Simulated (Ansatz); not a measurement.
Wanted: the native input for an Ansatz 0.2.0 run.

```
Task                : atomic charges
Functional          : LDA
Potentials or basis : all-electron LAPW, scalar-relativistic
Cutoff              : 213 eV (chosen from the basis error)
Basis error allowed : 0.001 eV/atom
k mesh              : 10 × 10 × 5
Occupations         : methfessel-paxton, width 0.2 eV
Spin                : no spin polarisation
```

Crystal: Hf.

```xyz
2
Lattice="3.1967 0.0000 0.0000 -1.5983 2.7684 0.0000 0.0000 0.0000 5.0578" Properties=species:S:1:pos:R:3 pbc="T T T"
Hf    1.5984    0.9228    3.7934
Hf    0.0000    1.8456    1.2645
```

The input as run:

input.yaml

```yaml
crystal:
  lattice:
    - [3.1967, 0.0, 0.0]
    - [-1.59835, 2.7684234083, 0.0]
    - [0.0, 0.0, 5.0578]
  atoms:
    - { symbol: Hf, position: [0.6666666667, 0.3333333333, 0.75] }
    - { symbol: Hf, position: [0.3333333333, 0.6666666667, 0.25] }
kpoints:
  mp_grid: { grid: [10, 10, 5] }
scf:
  occupations: { method: methfessel_paxton, width: 0.2 }
hamiltonian:
  xc: lda
  pseudopotentials: { kind: all_electron, lapw: { basis_error: 0.001 } }
output:
  forces: true
  stress: true
  eigenvalues: true
  populations: true
```

Potentials or basis: all-electron LAPW, scalar-relativistic.

Run with:

```sh
$ ansatz run input.yaml --threads 1 --pin off --max-ram 3072MiB --backend cpu --events-out ev --progress --plain --runs-dir out
```

Results of the run:

```json
{
  "Pressure": "-7.8 GPa",
  "Band gap on the k mesh": "none (metal or under the smearing width)"
}
```

Run time: 32 s on 1 thread of Intel(R) Xeon(R) Processor @ 2.50GHz (Skylake/Cascade Lake), with other jobs on the host, peak memory 0.36 GiB.
